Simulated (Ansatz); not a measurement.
# HfN: pressure and energy less free atoms against volume scale

Periodic Kohn-Sham DFT of a crystal at fixed atoms, scaled to volume_scale times the given cell; pressure positive in compression, energy less spherical unpolarised free atoms, largest_vzz the field gradient of largest size among the nuclei. The results are calculated, by Ansatz 0.2.0.

The cell before it is scaled or strained (space group Fm-3m, No. 225):
```
CELL_PARAMETERS angstrom
0.00000 2.25900 2.25900
2.25900 0.00000 2.25900
2.25900 2.25900 0.00000
ATOMIC_POSITIONS crystal
Hf 0.00000 0.00000 0.00000
N 0.50000 0.50000 0.50000
```

Settings of every row: method all-electron LAPW; functional PBE; relativity scalar; k mesh 10x10x10; filling fermi-dirac; smearing width 0.03 eV; basis error target 1 meV/atom; nucleus gaussian.

Atom start moment: 0 on all atoms.

Limits: no spin-orbit coupling on heavy atoms.

```
row  volume scale  V (Å³/atom)  pressure (GPa)  energy less free atoms (eV/atom)
  1          0.94       10.836          25.651                           -9.4466
  2          0.96       11.067          18.225                            -9.478
  3          0.98       11.297          11.533                           -9.4994
  4          0.99       11.413           8.439                           -9.5065
  5             1       11.528           5.502                           -9.5115
  6          1.01       11.643           2.713                           -9.5145
  7          1.02       11.758           0.065                           -9.5155
  8          1.04       11.989               ?                                 ?
  9          1.06        12.22          -9.257                           -9.5018
```

Question: what pressure and energy less free atoms should row 8 give?

Worked fit of pressure. Take u = (V_r/V)^(2/3) − 1 with V_r = 11.471 Å³ an atom, which is twice the finite (Eulerian) strain; such expansions in the strain, on which the Birch-Murnaghan equation of state is built, carry the rest volume and the bulk modulus. The shown rows have u = 0.0387, 0.02419, 0.01024, 0.00339, -0.0033, -0.00987, -0.01634, -0.04129. Least squares give pressure = 6.9327 + 439.253 × u + 1144.22 × u² GPa; a straight line predicts inner rows, each left out in turn, worse (root mean square 0.55 against 0.01 GPa). The rows lie off it by 0.006, -0.003, -0.018, 0.004, 0.006, 0.004, 0.004, -0.004 (root mean square 0.0077 GPa). The pressure vanishes at u = -0.0165, or V = 11.76 Å³ an atom, and there the bulk modulus at fixed shape and fractions is B = −V dP/dV = (2/3)(1 + u) dP/du = 263 GPa. The withheld row has u = -0.02902, so the fit gives 6.9327 + 439.253 × (-0.02902) + 1144.22 × (-0.02902)² = -4.851 GPa.

The calculation gave -4.838 GPa. The fit lies 0.013 GPa (0.037 % of the column's range) below it; its largest miss of a shown row is 0.018 GPa.

Worked fit of energy less free atoms. Take u = (V_r/V)^(2/3) − 1 with V_r = 11.471 Å³ an atom, which is twice the finite (Eulerian) strain; such expansions in the strain, on which the Birch-Murnaghan equation of state is built, carry the rest volume and the bulk modulus. The shown rows have u = 0.0387, 0.02419, 0.01024, 0.00339, -0.0033, -0.00987, -0.01634, -0.04129. Least squares give energy less free atoms = −9.50932 + 0.7482 × u + 22.537 × u² eV/atom; a straight line predicts inner rows, each left out in turn, worse (root mean square 0.011 against 6.3e-05 eV/atom). The rows lie off it by 0.0000, 0.0000, -0.0001, 0.0000, 0.0000, 0.0000, 0.0000, 0.0000. Its lowest point lies at u = -0.0166, or V = 11.76 Å³ an atom, and the curvature there gives the bulk modulus at fixed shape and fractions, B = (4/9)(1 + u)² E″(u)/V = 264 GPa. The withheld row has u = -0.02902, so the fit gives −9.50932 + 0.7482 × (-0.02902) + 22.537 × (-0.02902)² = -9.5121 eV/atom.

The calculation gave -9.512 eV/atom. The fit lies 0.0001 eV/atom (0.15 % of the column's range) below it, one unit of the last digit.
